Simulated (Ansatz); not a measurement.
**TePb (Fm-3m): a many-body input that goes wrong, and its mend**

A first try at the G0W0 gap of TePb (Fm-3m), what the program said, and an input that works.

Main program and level: Ansatz 0.2.0; G0W0 on PBE, plane waves, PAW.

### Step 1. Set-up

Symmetry: Fm-3m, No. 225, cubic system. The conventional cell has a = 6.462 Å, b = 6.462 Å, c = 6.462 Å, α = 90.00°, β = 90.00°, γ = 90.00°. Te has 6 Pb at 3.23 Å nearest. Pb has 6 Te at 3.23 Å nearest. Farther neighbours and most contacts between anions are not listed.

Structure file:

```cif
data_structure
_symmetry_space_group_name_H-M 'Fm-3m'
_symmetry_Int_Tables_number 225
_cell_length_a 6.4620
_cell_length_b 6.4620
_cell_length_c 6.4620
_cell_angle_alpha 90.000
_cell_angle_beta 90.000
_cell_angle_gamma 90.000
_cell_volume 269.84
loop_
_atom_site_label
_atom_site_type_symbol
_atom_site_symmetry_multiplicity
_atom_site_Wyckoff_symbol
_atom_site_fract_x
_atom_site_fract_y
_atom_site_fract_z
_atom_site_occupancy
Te1 Te 4 b 0.50000 0.00000 0.00000 1
Pb1 Pb 4 a 0.00000 0.00000 0.00000 1
```

The cell and positions come from the Crystallography Open Database and are kept as given unless a step says otherwise. Spin-orbit coupling is left out unless a step names it. The default PAW set here is soft_2. Its files were made with PBE.

### Step 2. First try

input.yaml reads:

```yaml
crystal:
  lattice:
    - [0.0, 3.231, 3.231]
    - [3.231, 0.0, 3.231]
    - [3.231, 3.231, 0.0]
  atoms:
    - { symbol: Te, position: [0.5, 0.5, 0.5] }
    - { symbol: Pb, position: [0.0, 0.0, 0.0] }
kpoints:
  mp_grid: { grid: [2, 2, 2] }
hamiltonian:
  xc: pbe
scf:
  occupations: { method: fixed }
gw:
  n_empty_bands: 109
  ecut_chi: 80
  qp_bands: [v2, c2]
  qp_kpoints: band_edges
  screening: { model: contour_deformation }
```

The run is started by

```
ansatz run input.yaml --threads 3 --pin off --max-ram 92160MiB --backend cuda --events-out ev --progress --plain --runs-dir out --devices 1 --max-vram 13GiB
```

Numbers of over 12 decimals in the logs are rounded to 6 here.

Output:

```text
GPUs: using 1 of 1 available (devices: 1).
Engine: ansatz 0.2.0, x86_64-unknown-linux-gnu
Pseudopotentials: kind: paw
Pseudopotential: Te, paw, valence charge 16, recommended cutoff 420 eV (normal), Te.paw.azcp
Pseudopotential: Pb, paw, valence charge 14, recommended cutoff 420 eV (normal), Pb.paw.azcp
Functional definition: PBE
  parameter kappa = 0.804
  parameter beta = 0.066725
  exchange = pbe_x(kappa = kappa, mu = beta*pi^2/3)
  correlation = pbe_c(beta = beta)
device memory: the entry about to start is reckoned to put 1.0 GiB on a device that reports 48.6 GiB free (of which the cap on the GPU budget leaves the run 13.0 GiB)
GPU FFT provider: cuFFT
GPU libraries: cuBLAS 13.8.2, cuFFT 12.4.0, cuSOLVER 12.3.4
Crystal: 2 atoms, lattice volume = 67.459 Å³
Basis set: ecut = 420 eV, 1363 PW (Γ)
Bands: 19, of which v1, the nominal top of the filled ones, is band 15 counted from 1 (14 counted from 0)
Symmetry: 48 space group operations
Space group: Fm-3m (ITA 225), of the structure as read, at distance tolerance 4.1e-5 Å
k-points: 3 of 8
Non-local potential: Te, projectors of the file, l = 0: 2, l = 1: 2, l = 2: 2, l = 3: 2
Non-local potential: Pb, projectors of the file, l = 0: 2, l = 1: 2, l = 2: 2, l = 3: 2
PAW form: soft (Blöchl's): semilocal exchange-correlation on the pseudo side does not see the compensation charge
PAW one-centre angular grid: Te, 590 points (default); XC on 64 Gauss nodes
PAW one-centre angular grid: Pb, 590 points (default); XC on 64 Gauss nodes
Initial density: superposition of atomic densities (neutral atoms: chi_scale 0, normalization atom), corrected by the library's trained network
Initial wavefunctions: pseudopotential atomic-orbital guess
GPU buffer pool allocated for 32768 grid points (all kernels)
GPU transforms: local potential and band sums: pruned to the plane-wave sphere, on 30×32×32
Functional: x = pbe(κ = 0.804, μ = 0.219515), c = pbe(β = 0.066725)
SCF iter   1: F=—  HF=-18885.595854 eV  |F-HF|=—  |Δ(HF+E_count)|=         —  Δρ=1.38e-2  dr2=3.11e-1  ethr=1.77e-3  ⟨swp⟩=4.7  Hψ=237  notcnv=0  defer=5
preconditioner: auto → none  [insulator: Δε(μ)=0.728 eV  Ē_g=14.707 eV  n_scr=14 (ndim 8)  ℏωp=20.2 eV  f_vac=0.014  ε∞_Penn≈2.9]
SCF iter   2: F=—  HF=-18885.499117 eV  |F-HF|=—  |Δ(HF+E_count)|=   9.67e-2  Δρ=4.13e-3  dr2=9.58e-3  ethr=1.04e-3  ⟨swp⟩=3.0  Hψ=110  notcnv=0  defer=3
SCF iter   3: F=—  HF=-18885.496058 eV  |F-HF|=—  |Δ(HF+E_count)|=   3.06e-3  Δρ=2.14e-3  dr2=2.13e-3  ethr=3.19e-5  ⟨swp⟩=3.0  Hψ=120  notcnv=0  defer=3
SCF iter   4: F=—  HF=-18885.496571 eV  |F-HF|=—  |Δ(HF+E_count)|=   5.13e-4  Δρ=8.73e-4  dr2=4.52e-4  ethr=7.10e-6  ⟨swp⟩=2.0  Hψ=74  notcnv=0  defer=3
SCF iter   5: F=—  HF=-18885.496630 eV  |F-HF|=—  |Δ(HF+E_count)|=   5.87e-5  Δρ=2.12e-4  dr2=2.45e-5  ethr=1.51e-6  ⟨swp⟩=3.0  Hψ=96  notcnv=0  defer=3
SCF iter   6: F=—  HF=-18885.496634 eV  |F-HF|=—  |Δ(HF+E_count)|=   3.99e-6  Δρ=2.42e-5  dr2=3.16e-7  ethr=8.15e-8  ⟨swp⟩=2.3  Hψ=81  notcnv=0
SCF iter   7: F=-18885.496634 eV  HF=-18885.496634 eV  |F-HF|=2.31e-9  |Δ(HF+E_count)|=   1.28e-7  Δρ=2.58e-6  dr2=3.00e-9  ethr=3.33e-10  ⟨swp⟩=5.7  Hψ=257  notcnv=0
SCF 1 converged in 7 iterations: F = -18885.496634 eV  dr2 = 3.00e-9
[...]
device memory: the entry about to start is reckoned to put 1.4 GiB on a device that reports 49.4 GiB free (of which the cap on the GPU budget leaves the run 13.0 GiB)
NSCF: frozen V_eff on 3 k-points
[...]
device memory: the entry about to start is reckoned to put 2.8 GiB on a device that reports 49.9 GiB free (of which the cap on the GPU budget leaves the run 13.0 GiB)
NSCF: frozen V_eff on 3 k-points
G₀W₀ screening: q 1/3
[... further progress lines ...]
device memory: the entry about to start is reckoned to put 0.3 GiB on a device that reports 49.8 GiB free (of which the cap on the GPU budget leaves the run 13.0 GiB)
NSCF: frozen V_eff on 1 k-points
device memory: the entry about to start is reckoned to put 0.3 GiB on a device that reports 49.8 GiB free (of which the cap on the GPU budget leaves the run 13.0 GiB)
NSCF: frozen V_eff on 1 k-points
SCF converged after 7 iterations
Free energy (F): -18885.496634 eV
Harris-Foulkes:  -18885.496634 eV  (|F-HF|=2.31e-9)
Internal energy: -18885.496634 eV  (E = F + TS)
E sigma→0 (E₀):  -18885.496634 eV
Fermi energy:    8.901009 eV
--- Per-component energies (eV) ---
  E_band       = -307.376263
  E_kinetic    = 471.208172
  E_local      = -2393.853348  (includes V_loc(G=0)·N_el)
  E_nonlocal   = 40.572730
  E_hartree    = 1261.818749
  E_xc         = -347.066595
  E_vxc        = -238.916627  (∫ρ·V_xc dr)
  E_paw        = -15065.257032  (= ΣΔE_a)
  E_vpaw       = -710.025755  (= ΣTr[D̂ρ^β])
  E_aug_tail   = -0.000146  (compensation charges beyond the density's cutoff)
  E_ewald      = -2852.919164
  E_smearing   = -0.000000  (= −TS)
  E_closure    = 0.000000  (closes the sum)
  Σ components = -18885.496634   (vs F -18885.496634, Δ=0.00e0)
--- Band table (eV) ---
  k-point 0: bands = [... 11 lower, 3.1892, 7.6259, 7.6259, 7.6259, 12.7741, 12.7741, 12.7741, 14.6145]
  k-point 1: bands = [... 11 lower, -0.0084, 8.1643, 8.1643, 8.9010, 9.4987, 9.9106, 9.9106, 17.2776]
  k-point 2: bands = [... 11 lower, 1.3240, 4.3560, 6.0994, 6.0994, 12.0799, 14.2708, 14.2708, 15.6366]
--- G₀W₀: contour deformation, 7 samples at zero and on the imaginary axis and 1 off it, 8 q-points, 109 empty bands' worth ---
  eigenvalues of the whole cell's RPA ε∞ on this k-mesh (on a slab, of 1 + 4πα/V) = 363.4414, 363.4414, 363.4414; static W/v taken at q = 0 is 0.002751
  bands read: the sum over 124 bands ends inside a degenerate multiplet in 1 slot, whose members it reads at an even weight; the widest, k=0: bands 124 to 126 (counted from 1) at 1/3 each
  gw.qp_kpoints: band_edges: 3 of 3 stored k-points solved, in 1 pass; an edge of the gap read off the rows below is read off those points alone
    ik  band        ε_KS         Σx   Σc(E_QP)       V_xc       Z   E_QP_lin       E_QP  E_QP is
     0    14      7.6259   -15.8409     2.3391   -13.1841  0.7827     7.3071     7.3082  root
     0    15      7.6259   -15.8409     2.3391   -13.1841  0.7827     7.3071     7.3082  root
     0    16     12.7741    -8.0880    -4.7694   -12.8902  0.7839    12.8079    12.8068  root
     0    17     12.7741    -8.0880    -4.7694   -12.8902  0.7839    12.8079    12.8068  root
     1    14      8.1643   -16.4350     2.3371   -13.7029  0.7922     7.7681     7.7693  root
     1    15      8.9010   -16.1728     1.6209   -14.2801  0.7999     8.6292     8.6294  root
     1    16      9.4987    -7.2334    -4.1240   -11.3565  0.8097     9.4979     9.4979  root
     1    17      9.9106    -7.6348    -3.9669   -11.6354  0.8084     9.9442     9.9442  root
     2    14      6.0994   -14.8930     2.5292   -11.9739  0.7659     5.7067     5.7095  root
     2    15      6.0994   -14.8930     2.5292   -11.9739  0.7659     5.7067     5.7095  root
     2    16     12.0799    -4.6662    -4.3427    -8.6372  0.8115    11.7097    11.7082  root
     2    17     14.2708    -9.2637    -5.0162   -14.3104  0.6921    14.3012    14.3012  root
```

Elapsed: 5.9 s, on 1 × NVIDIA H100 80GB HBM3 (shared by 6 runs) with 3 threads of AMD EPYC 7R13 (Zen 3), shared host; peak memory 1.1 GiB.

In the SCF lines HF is the Harris–Foulkes energy and dr2 the Hartree energy of the density residual, in eV; the loop may stop once dr2 is under the threshold and the program's other checks hold. Hψ counts applications of the Hamiltonian.

Q: What is the fault?

The run ended normally, though the input holds a fault or crude settings.

The fault: G0W0 on a mesh far too coarse. So few points can't sample the density or the screening, and the band edges may lie elsewhere in the zone.

It printed a gap of 0.87 eV, which is an artefact of the settings.

### Step 3. A better input

Now the one-shot GW correction: screening in the RPA, then the self-energy of the levels asked for.

input.yaml, the sections that differ from step 2:

```yaml
kpoints:
  mp_grid: { grid: [4, 4, 4] }
gw:
  n_empty_bands: 201
  ecut_chi: 120
  qp_bands: [v2, c2]
  qp_kpoints: band_edges
  screening: { model: contour_deformation }
# crystal, hamiltonian, scf: as in step 2
```

Output:

```text
GPUs: using 1 of 1 available (devices: 1).
[...]
GPU FFT provider: cuFFT
GPU libraries: cuBLAS 13.8.2, cuFFT 12.4.0, cuSOLVER 12.3.4
Crystal: 2 atoms, lattice volume = 67.459 Å³
Basis set: ecut = 420 eV, 1363 PW (Γ)
Bands: 19, of which v1, the nominal top of the filled ones, is band 15 counted from 1 (14 counted from 0)
Symmetry: 48 space group operations
[...]
k-points: 8 of 64
[...]
GPU buffer pool allocated for 32768 grid points (all kernels)
[...]
SCF iter   1: F=—  HF=-18887.158629 eV  |F-HF|=—  |Δ(HF+E_count)|=         —  Δρ=5.73e-4  dr2=2.01e-4  ethr=1.77e-3  ⟨swp⟩=4.9  Hψ=637  notcnv=0  defer=13
[...]
SCF iter   6: F=-18887.156852 eV  HF=-18887.156852 eV  |F-HF|=1.14e-7  |Δ(HF+E_count)|=   1.30e-7  Δρ=1.11e-5  dr2=9.07e-8  ethr=3.33e-10  ⟨swp⟩=5.1  Hψ=730  notcnv=0
SCF 1 converged in 6 iterations: F = -18887.156852 eV  dr2 = 9.07e-8
[...]
2    14      7.8071   -15.6667     1.4591   -13.7664  0.7371     7.3599     7.3660  root
     2    15      8.7024   -15.4124     0.5389   -14.5302  0.7579     8.3566     8.3591  root
     2    16      9.4321    -8.0441    -3.4093   -11.3153  0.7726     9.2944     9.2941  root
     2    17      9.9715    -8.4711    -3.3368   -11.6870  0.7655     9.8509     9.8506  root
     5    14      7.6159   -15.1905     1.4074   -13.3492  0.7353     7.1758     7.1822  root
     5    15      8.0764   -14.5116     0.6981   -13.4450  0.7513     7.7045     7.7079  root
     5    16     10.3778    -9.5562    -3.4398   -12.9047  0.7597    10.2868    10.2865  root
     5    17     10.4826    -9.2081    -3.3980   -12.5130  0.7573    10.3897    10.3894  root
     7    14      4.9120   -14.5507     2.8128   -11.3363  0.6764     4.5007     4.5104  root
     7    15      8.3396   -15.7510     1.0010   -14.3615  0.7477     7.9475     7.9511  root
     7    16     10.3712    -8.7103    -3.5852   -12.2213  0.7613    10.2971    10.2969  root
     7    17     13.9228    -7.2188    -4.6524   -11.7456  0.7332    13.7975    13.7971  root
[key lines of the parts left out:]
SCF converged after 6 iterations
Free energy (F): -18887.156852 eV
Fermi energy:    8.702420 eV
```

Elapsed: 6 s, on 1 × NVIDIA H100 80GB HBM3 (shared by 6 runs) with 3 threads; peak memory 1.1 GiB; 10 s of CPU time.

This step gave:

* bands summed: 216
* RPA ε∞ on this mesh (eigenvalues): 39.10, 39.10, 39.10
* plane waves in the screening matrix: 181
* q-points in the mesh: 64
* G0W0 gap on the mesh: 0.9349 eV
* k of the valence top: 0, 0, -0.5
* k of the conduction bottom: 0, 0, -0.5
* starting gap on the mesh: 0.7297 eV
* Z at the valence top: 0.7579
* Z at the conduction bottom: 0.7726
* least direct G0W0 gap on the computed points: 0.9349 eV

The gap on the mesh goes from 0.73 eV to 0.93 eV, a correction of +0.21 eV. Between the two edge states, bare exchange in place of the xc potential would open the gap by 4.15 eV, and correlation takes back 3.95 eV.

### Step 4. What came out

* first try: converged after 5.9 s
* better run: G0W0 gap on the mesh 0.93 eV (4×4×4 mesh, 201 empty bands, screening to 120 eV)

**Reading.** The second run differs in: mesh, empty bands and screening cutoff (eV). Bands and cutoff are finite, so the gap is not at the basis limit. The miss can reach some tenths of an eV and take either sign; the mesh is an error of its own. The 4×4×4 mesh is coarse for this cell (its supercell is 18 Å along the shortest edge). The RPA ε∞ on it, from the PBE start, is 39.10; such meshes misread the long-range screening, most where the gap is narrow. Where an edge is built on 6p states of lead, bismuth or thallium, scalar-relativistic gaps usually stand too wide, by a few tenths to over one eV. With atoms this heavy and so narrow a gap, spin-orbit coupling can invert the bands. These scalar-relativistic gaps are then model values, not to be set against experiment, and a spin-orbit change taken from DFT can't simply be added. The RPA ε∞ on this mesh reaches over 25; with a narrow direct gap a coarse mesh can overstate it, and the correction is then too small.

[Paths, hosts, dates, memory and timing lines, banners, echoed tables and standing remarks are left out of the program output.]

[Logs are printed without paths, hosts, clocks, repeated set-up lines and the standing remarks that a program may print on its own settings, such as how far it seeks lower states.]

[Runs of the session that timed out or met a known fault of the program may be left out.]

[Cells called generated may have been cut or substituted from an entry of the Crystallography Open Database or the Materials Project.]

[Hosts, paths, dates, database ids (printed as entryN), source tags and the programs' standing remarks are cut or masked in the printed files.]
